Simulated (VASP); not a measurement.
Data:

```yaml
crystal:
  lattice:
    - [1.35689, -2.35020, 0.00000]
    - [1.35689, 2.35020, 0.00000]
    - [0.00000, 0.00000, 4.40516]
  atoms:
    - { symbol: Be, position: [0.66667, 0.33333, 0.50004] }
    - { symbol: Be, position: [0.33333, 0.66667, 0.00004] }
    - { symbol: O, position: [0.66667, 0.33333, 0.87796] }
    - { symbol: O, position: [0.33333, 0.66667, 0.37796] }
```

The numbers are results of PBE GGA, VASP's PBE PAW potentials (set 64) (plane waves; VASP), not measurements. Settings: 520 eV cut-off, 10×10×6 Γ-centred mesh, tetrahedra with Blöchl corrections, potentials Be O.

The job: BeO (wurtzite), 4 atoms, PBE, static run, 520 eV, 10×10×6 Γ-centred mesh. Roughly how much core time does it take on a busy server core?

About 30 core-seconds (one run on a shared machine, a rough figure). It had 56 irreducible k-points, 12 bands, up to 776 plane waves and 14 electronic steps.

The compound is BeO in the wurtzite structure. It was relaxed first.
